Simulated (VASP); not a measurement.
# Si (Fd-3m) in VASP: further runs

The runs below take Si through single point, with PBE.

Everything below comes from runs of VASP 6.6.1. Logs are shortened: lines on timing, memory, paths and dates and some standing lists are left out, and cuts for length are marked.

## Step 1: The undisturbed crystal

It takes space group Fd-3m (No. 227, cubic). Conventional cell: a = 5.444 Å, b = 5.444 Å, c = 5.444 Å, α = 90.00°, β = 90.00°, γ = 90.00°. Around Si (site symmetry -43m) lie 4 Si at 2.36 Å.

## Step 2: Single point, PBE (grid = ENCUT=350 dk=0.9 cell=2x2x2 ISMEAR=0 SIGMA=0.05 LREAL=Auto EDIFF=1e-06)

File INCAR:

```
  PREC = Accurate
  ENCUT = 350
  EDIFF = 1E-6
  ISMEAR = 0
  SIGMA = 0.05
  LREAL = Auto
  LASPH = T
  NELM = 120
  ALGO = Fast
  ISIF = 2
  LWAVE = F
  LCHARG = F
  GGA = PE
  NBANDS = 40
```

File KPOINTS:

```
Automatic mesh
0
Gamma
  2 2 2
```

File POSCAR:

```
Si
1.0
    0.0000000000      5.4437023730      5.4437023730
    5.4437023730      0.0000000000      5.4437023730
    5.4437023730      5.4437023730      0.0000000000
Si
16
Direct
    0.2500000000      0.2500000000      0.2500000000
    0.2500000000      0.2500000000      0.7500000000
    0.2500000000      0.7500000000      0.2500000000
    0.2500000000      0.7500000000      0.7500000000
    0.7500000000      0.2500000000      0.2500000000
    0.7500000000      0.2500000000      0.7500000000
    0.7500000000      0.7500000000      0.2500000000
    0.7500000000      0.7500000000      0.7500000000
    0.3750000000      0.3750000000      0.3750000000
    0.3750000000      0.3750000000      0.8750000000
    0.3750000000      0.8750000000      0.3750000000
    0.3750000000      0.8750000000      0.8750000000
    0.8750000000      0.3750000000      0.3750000000
    0.8750000000      0.3750000000      0.8750000000
    0.8750000000      0.8750000000      0.3750000000
    0.8750000000      0.8750000000      0.8750000000
```

Potentials or basis: VASP PAW PBE potentials, release 64 (Si).

The run is started by

```bash
> cat potpaw_PBE.64/Si/POTCAR > POTCAR
> mpirun -np 1 vasp_std > vasp.out
```

OUTCAR:

```text
PREC = Accurate
   ENCUT = 350
   EDIFF = 1E-6
   ISMEAR = 0
   LREAL = Auto
   LASPH = T
   NELM = 120
   ISIF = 2
   GGA = PE

 Found      3 irreducible k-points:

 Following reciprocal coordinates:
            Coordinates               Weight
  0.000000  0.000000  0.000000      1.000000
  0.500000  0.000000  0.000000      4.000000
  0.500000  0.500000  0.000000      3.000000
   k-points           NKPTS =      3   k-points in BZ     NKDIM =      3   number of bands    NBANDS=     40
   number of dos      NEDOS =    301   number of ions     NIONS =     16
   total plane-waves  NPLWV = 110592
   dimension x,y,z NGX =    48 NGY =   48 NGZ =   48
   dimension x,y,z NGXF=    96 NGYF=   96 NGZF=   96
   ions per type =              16
   NGX,Y,Z   is equivalent  to a cutoff of  10.37, 10.37, 10.37 a.u.
   NGXF,Y,Z  is equivalent  to a cutoff of  20.73, 20.73, 20.73 a.u.
 SYSTEM =  unknown system
   PREC   = accura    normal or accurate (medium, high low for compatibility)
   ISTART =      0    job   : 0-new  1-cont  2-samecut
   ICHARG =      2    charge: 1-file 2-atom 10-const
   ISPIN  =      1    spin polarized calculation?
   LNONCOLLINEAR =      F non collinear calculations
   LSORBIT =      F    spin-orbit coupling
   LASPH  =      T    aspherical Exc in radial PAW
   ENCUT  =  350.0 eV  25.72 Ry    5.07 a.u.  11.74 11.74 11.74*2*pi/ulx,y,z
   NELM   =    120;   NELMIN=  2; NELMDL= -5     # of ELM steps
   EDIFF  = 0.1E-05   stopping-criterion for ELM
   LREAL  =      T    real-space projection
   EDIFFG = 0.1E-04   stopping-criterion for IOM
   NSW    =      0    number of steps for IOM
   IBRION =     -1    ionic relax: 0-MD 1-quasi-New 2-CG
   NFREE  =      0    steps in history (QN), initial steepest desc. (CG)
   ISIF   =      2    stress and relaxation
   ISYM   =      2    0-nonsym 1-usesym 2-fastsym
   POTIM  = 0.5000    time-step for ionic-motion
   TEBEG  =    0.0;   TEEND  =   0.0 temperature during run
   PSTRESS=    0.0 pullay stress
   NELECT =      64.0000    total number of electrons
   NUPDOWN=      -1.0000    fix difference up-down
   EMIN   =  10.00;   EMAX   =-10.00  energy-range for DOS
   EFERMI =   0.00;   METHOD = LEGACY
   ISMEAR =     0;   SIGMA  =   0.05  broadening in eV -4-tet -1-fermi 0-gaus
   EFERMI_NEDOS =   21; number of points for ismear=-14 and -15
   IALGO  =     68    algorithm
   IMIX   =      4    mixing-type and parameters
     AMIX     =   0.40;   BMIX     =  1.00
     AMIX_MAG =   1.60;   BMIX_MAG =  1.00
  volume/ion in A,a.u.               =      20.16       136.08
  Fermi-wavevector in a.u.,A,eV,Ry     =   0.954766  1.804247 12.402783  0.911579
  Thomas-Fermi vector in A             =   2.083543
   LORBIT       =      0    0 simple, 1 ext, 2 COOP (PROOUT), +10 PAW based schemes
   GGA     = PE    functional components
   LHFCALC =     F    Hartree Fock is set to
   AEXX    =    0.0000 exact exchange contribution
   IVDW    =     0    specifies the selected vdW correction
   LEPSILON=     F    determine dielectric tensor
   LRPA    =     F    only Hartree local field effects (RPA)
 non-spin polarized calculation
 RMM-DIIS sequential band-by-band and
 Gauss-broadening in eV      SIGMA  =   0.05
  energy-cutoff  :      350.00
  volume of cell :      322.64
 maximum number of plane-waves:      4813
 NGX is ok and might be reduce to    48
   NGX = 23   NGY = 23   NGZ = 23

 number of electron      63.9999991 magnetization

 Free energy of the ion-electron system (eV)
  ---------------------------------------------------
  ext. energy  EPLUGINS =         0.00000000
  ---------------------------------------------------
  free energy    TOTEN  =       -85.27761006 eV

  energy without entropy =      -85.27761006  energy(sigma->0) =      -85.27761006

 E-fermi :   6.0337     XC(G=0):  -9.3541

 val. band max:        5.7986006224   @ k =   0.0000   0.0000   0.0000
 cond. band min:       6.5076187137   @ k =   0.0000   0.0000   0.0000
 fundamental gap:      0.7090180914
 Fermi energy:         6.0336987334

 k-point     1 :       0.0000    0.0000    0.0000
  band No.  band energies     occupation
      1      -6.1193      2.00000
      2      -3.8030      2.00000
      3      -3.8030      2.00000
      4      -3.8030      2.00000
      5      -3.8030      2.00000
      6      -1.9974      2.00000
[... 32 lines left out ...]
     39       7.3075      0.00000
     40       7.3075      0.00000

 k-point     2 :       0.5000    0.0000    0.0000
  band No.  band energies     occupation
      1      -5.3241      2.00000
      2      -5.3241      2.00000
      3      -3.4171      2.00000
      4      -3.4171      2.00000
      5      -3.4171      2.00000
      6      -3.4171      2.00000
[... 32 lines left out ...]
     39       7.7981      0.00000
     40       7.7981      0.00000

 k-point     3 :       0.5000    0.5000    0.0000
  band No.  band energies     occupation
      1      -5.0432      2.00000
      2      -5.0432      2.00000
      3      -4.0873      2.00000
      4      -4.0873      2.00000
      5      -4.0873      2.00000
      6      -4.0873      2.00000
[... 32 lines left out ...]
     39       8.9173      0.00000
     40       8.9173      0.00000

------------------------ aborting loop because EDIFF is reached ----------------------------------------

  FORCE on cell =-STRESS in cart. coord.  units (eV):
  Direction    XX          YY          ZZ          XY          YZ          ZX
  --------------------------------------------------------------------------------------
  -------------------------------------------------------------------------------------
  Total        3.7148737      3.7148737      3.7148737     -0.0000000      0.0000000      0.0000000
  in kB       18.4476702     18.4476702     18.4476702     -0.0000000      0.0000000      0.0000000
  external PRESSURE =      18.4476702 kB  Pullay stress =       0.0000000 kB

 VOLUME and BASIS-vectors are now :
 -----------------------------------------------------------------------------
  energy-cutoff  :      350.00
  volume of cell :      322.64
      direct lattice vectors                 reciprocal lattice vectors
     0.000000000  5.443702373  5.443702373    -0.091849254  0.091849254  0.091849254
     5.443702373  0.000000000  5.443702373     0.091849254 -0.091849254  0.091849254
     5.443702373  5.443702373  0.000000000     0.091849254  0.091849254 -0.091849254

 POSITION                                       TOTAL-FORCE (eV/Angst)
 -----------------------------------------------------------------------------------
      2.72185      2.72185      2.72185         0.000000      0.000000      0.000000
      5.44370      5.44370      2.72185         0.000000      0.000000      0.000000
      5.44370      2.72185      5.44370         0.000000      0.000000      0.000000
      8.16555      5.44370      5.44370         0.000000      0.000000      0.000000
      2.72185      5.44370      5.44370         0.000000      0.000000      0.000000
      5.44370      8.16555      5.44370         0.000000      0.000000      0.000000
[... 8 lines left out ...]
      6.80463      6.80463      9.52648        -0.000000     -0.000000     -0.000000
      9.52648      9.52648      9.52648        -0.000000     -0.000000     -0.000000
 -----------------------------------------------------------------------------------
    total drift:                               -0.000000      0.000000     -0.000000

  FREE ENERGIE OF THE ION-ELECTRON SYSTEM (eV)
  ---------------------------------------------------
  free  energy   TOTEN  =       -85.2776100588 eV

  energy  without entropy=      -85.2776100588  energy(sigma->0) =      -85.27761006
```

It took 25 s on 1 thread of Intel Xeon 6975P-C (Granite Rapids), shared host; peak memory 0.3 GiB.

These settings aren't checked as converged: the numbers below hold their error.

What came out:

- Free energy: -85.2776 eV
- Pressure: 1.8 GPa
- Band gap on the k mesh: 0.71 eV

Caveat: the k mesh is coarse (spacing up to 0.50 Å⁻¹), so the values aren't converged.

## Step 3: Single point, PBE (grid = ENCUT=350 dk=0.6 cell=2x2x2 ISMEAR=0 SIGMA=0.05 LREAL=Auto EDIFF=1e-06)

INCAR is that of step 2.

KPOINTS is that of step 2.

POSCAR is that of step 2.

Potentials or basis: VASP PAW PBE potentials, release 64 (Si).

The run is started by

```bash
> cat potpaw_PBE.64/Si/POTCAR > POTCAR
> mpirun -np 1 vasp_std > vasp.out
```

OUTCAR:

```text
PREC = Accurate
   ENCUT = 350
   EDIFF = 1E-6
   ISMEAR = 0
   LREAL = Auto
   LASPH = T
   NELM = 120
   ISIF = 2
   GGA = PE

 Found      3 irreducible k-points:

 Following reciprocal coordinates:
            Coordinates               Weight
  0.000000  0.000000  0.000000      1.000000
  0.500000  0.000000  0.000000      4.000000
  0.500000  0.500000  0.000000      3.000000
   k-points           NKPTS =      3   k-points in BZ     NKDIM =      3   number of bands    NBANDS=     40
   number of dos      NEDOS =    301   number of ions     NIONS =     16
   total plane-waves  NPLWV = 110592
   dimension x,y,z NGX =    48 NGY =   48 NGZ =   48
   dimension x,y,z NGXF=    96 NGYF=   96 NGZF=   96
   ions per type =              16
   NGX,Y,Z   is equivalent  to a cutoff of  10.37, 10.37, 10.37 a.u.
   NGXF,Y,Z  is equivalent  to a cutoff of  20.73, 20.73, 20.73 a.u.
 SYSTEM =  unknown system
   PREC   = accura    normal or accurate (medium, high low for compatibility)
   ISTART =      0    job   : 0-new  1-cont  2-samecut
   ICHARG =      2    charge: 1-file 2-atom 10-const
   ISPIN  =      1    spin polarized calculation?
   LNONCOLLINEAR =      F non collinear calculations
   LSORBIT =      F    spin-orbit coupling
   LASPH  =      T    aspherical Exc in radial PAW
   ENCUT  =  350.0 eV  25.72 Ry    5.07 a.u.  11.74 11.74 11.74*2*pi/ulx,y,z
   NELM   =    120;   NELMIN=  2; NELMDL= -5     # of ELM steps
   EDIFF  = 0.1E-05   stopping-criterion for ELM
   LREAL  =      T    real-space projection
   EDIFFG = 0.1E-04   stopping-criterion for IOM
   NSW    =      0    number of steps for IOM
   IBRION =     -1    ionic relax: 0-MD 1-quasi-New 2-CG
   NFREE  =      0    steps in history (QN), initial steepest desc. (CG)
   ISIF   =      2    stress and relaxation
   ISYM   =      2    0-nonsym 1-usesym 2-fastsym
   POTIM  = 0.5000    time-step for ionic-motion
   TEBEG  =    0.0;   TEEND  =   0.0 temperature during run
   PSTRESS=    0.0 pullay stress
   NELECT =      64.0000    total number of electrons
   NUPDOWN=      -1.0000    fix difference up-down
   EMIN   =  10.00;   EMAX   =-10.00  energy-range for DOS
   EFERMI =   0.00;   METHOD = LEGACY
   ISMEAR =     0;   SIGMA  =   0.05  broadening in eV -4-tet -1-fermi 0-gaus
   EFERMI_NEDOS =   21; number of points for ismear=-14 and -15
   IALGO  =     68    algorithm
   IMIX   =      4    mixing-type and parameters
     AMIX     =   0.40;   BMIX     =  1.00
     AMIX_MAG =   1.60;   BMIX_MAG =  1.00
  volume/ion in A,a.u.               =      20.16       136.08
  Fermi-wavevector in a.u.,A,eV,Ry     =   0.954766  1.804247 12.402783  0.911579
  Thomas-Fermi vector in A             =   2.083543
   LORBIT       =      0    0 simple, 1 ext, 2 COOP (PROOUT), +10 PAW based schemes
   GGA     = PE    functional components
   LHFCALC =     F    Hartree Fock is set to
   AEXX    =    0.0000 exact exchange contribution
   IVDW    =     0    specifies the selected vdW correction
   LEPSILON=     F    determine dielectric tensor
   LRPA    =     F    only Hartree local field effects (RPA)
 non-spin polarized calculation
 RMM-DIIS sequential band-by-band and
 Gauss-broadening in eV      SIGMA  =   0.05
  energy-cutoff  :      350.00
  volume of cell :      322.64
 maximum number of plane-waves:      4813
 NGX is ok and might be reduce to    48
   NGX = 23   NGY = 23   NGZ = 23

 number of electron      63.9999991 magnetization

 Free energy of the ion-electron system (eV)
  ---------------------------------------------------
  ext. energy  EPLUGINS =         0.00000000
  ---------------------------------------------------
  free energy    TOTEN  =       -85.27761006 eV

  energy without entropy =      -85.27761006  energy(sigma->0) =      -85.27761006

 E-fermi :   6.0337     XC(G=0):  -9.3541

 val. band max:        5.7986006224   @ k =   0.0000   0.0000   0.0000
 cond. band min:       6.5076187137   @ k =   0.0000   0.0000   0.0000
 fundamental gap:      0.7090180914
 Fermi energy:         6.0336987334

 k-point     1 :       0.0000    0.0000    0.0000
  band No.  band energies     occupation
      1      -6.1193      2.00000
      2      -3.8030      2.00000
      3      -3.8030      2.00000
      4      -3.8030      2.00000
      5      -3.8030      2.00000
      6      -1.9974      2.00000
[... 32 lines left out ...]
     39       7.3075      0.00000
[... 85 lines left out ...]
     39       8.9173      0.00000
     40       8.9173      0.00000

------------------------ aborting loop because EDIFF is reached ----------------------------------------

  FORCE on cell =-STRESS in cart. coord.  units (eV):
  Direction    XX          YY          ZZ          XY          YZ          ZX
  --------------------------------------------------------------------------------------
  -------------------------------------------------------------------------------------
  Total        3.7148737      3.7148737      3.7148737     -0.0000000      0.0000000      0.0000000
  in kB       18.4476702     18.4476702     18.4476702     -0.0000000      0.0000000      0.0000000
  external PRESSURE =      18.4476702 kB  Pullay stress =       0.0000000 kB

 VOLUME and BASIS-vectors are now :
 -----------------------------------------------------------------------------
  energy-cutoff  :      350.00
  volume of cell :      322.64
      direct lattice vectors                 reciprocal lattice vectors
     0.000000000  5.443702373  5.443702373    -0.091849254  0.091849254  0.091849254
     5.443702373  0.000000000  5.443702373     0.091849254 -0.091849254  0.091849254
     5.443702373  5.443702373  0.000000000     0.091849254  0.091849254 -0.091849254

 POSITION                                       TOTAL-FORCE (eV/Angst)
 -----------------------------------------------------------------------------------
      2.72185      2.72185      2.72185         0.000000      0.000000      0.000000
      5.44370      5.44370      2.72185         0.000000      0.000000      0.000000
      5.44370      2.72185      5.44370         0.000000      0.000000      0.000000
      8.16555      5.44370      5.44370         0.000000      0.000000      0.000000
      2.72185      5.44370      5.44370         0.000000      0.000000      0.000000
      5.44370      8.16555      5.44370         0.000000      0.000000      0.000000
[... 8 lines left out ...]
      6.80463      6.80463      9.52648        -0.000000     -0.000000     -0.000000
      9.52648      9.52648      9.52648        -0.000000     -0.000000     -0.000000
 -----------------------------------------------------------------------------------
    total drift:                               -0.000000      0.000000     -0.000000

  FREE ENERGIE OF THE ION-ELECTRON SYSTEM (eV)
  ---------------------------------------------------
  free  energy   TOTEN  =       -85.2776100588 eV

  energy  without entropy=      -85.2776100588  energy(sigma->0) =      -85.27761006
```

OSZICAR:

```text
N       E                     dE             d eps       ncg     rms          rms(c)
DAV:   1     0.121190772243E+03    0.12119E+03   -0.19298E+04   240   0.959E+02
DAV:   2    -0.760147489595E+02   -0.19721E+03   -0.18587E+03   296   0.157E+02
DAV:   3    -0.866246103445E+02   -0.10610E+02   -0.10240E+02   312   0.349E+01
DAV:   4    -0.868570798159E+02   -0.23247E+00   -0.23145E+00   304   0.591E+00
DAV:   5    -0.868626291954E+02   -0.55494E-02   -0.55486E-02   280   0.921E-01    0.140E+01
RMM:   6    -0.857575176678E+02    0.11051E+01   -0.58641E-01   240   0.246E+00    0.855E+00
RMM:   7    -0.852506524189E+02    0.50687E+00   -0.15439E+00   251   0.418E+00    0.507E-01
RMM:   8    -0.852723230092E+02   -0.21671E-01   -0.15371E-01   246   0.149E+00    0.262E-01
RMM:   9    -0.852765203188E+02   -0.41973E-02   -0.35070E-02   259   0.694E-01    0.260E-01
RMM:  10    -0.852771542817E+02   -0.63396E-03   -0.56932E-03   266   0.325E-01    0.219E-01
RMM:  11    -0.852775736909E+02   -0.41941E-03   -0.29415E-03   247   0.233E-01    0.244E-01
RMM:  12    -0.852775987263E+02   -0.25035E-04   -0.45954E-04   257   0.108E-01    0.535E-02
RMM:  13    -0.852776071258E+02   -0.83995E-05   -0.88779E-05   280   0.427E-02    0.786E-02
RMM:  14    -0.852776093823E+02   -0.22566E-05   -0.15376E-05   247   0.185E-02    0.911E-02
RMM:  15    -0.852776083204E+02    0.10619E-05   -0.90522E-06   226   0.137E-02    0.521E-02
RMM:  16    -0.852776095595E+02   -0.12391E-05   -0.23535E-06   162   0.869E-03    0.175E-02
RMM:  17    -0.852776100588E+02   -0.49925E-06   -0.55886E-07   128   0.343E-03
   1 F= -.85277610E+02 E0= -.85277610E+02  d E =-.264751E-11
```

Run time: 22 s. Hardware: 1 thread of Intel Xeon 6975P-C (Granite Rapids), shared host; peak memory 0.29 GiB.

The run converged, but some of its settings lie outside the range that counts as converged, so its numbers aren't taken as properties of the crystal.

Results:

```yaml
Free_energy: -85.2776 eV
Pressure: 1.8 GPa
Band_gap_on_the_k_mesh: 0.71 eV
```

Caveat: the k mesh is coarse (spacing up to 0.50 Å⁻¹), so the values aren't converged.

(Part 1 of 2 ends here.)
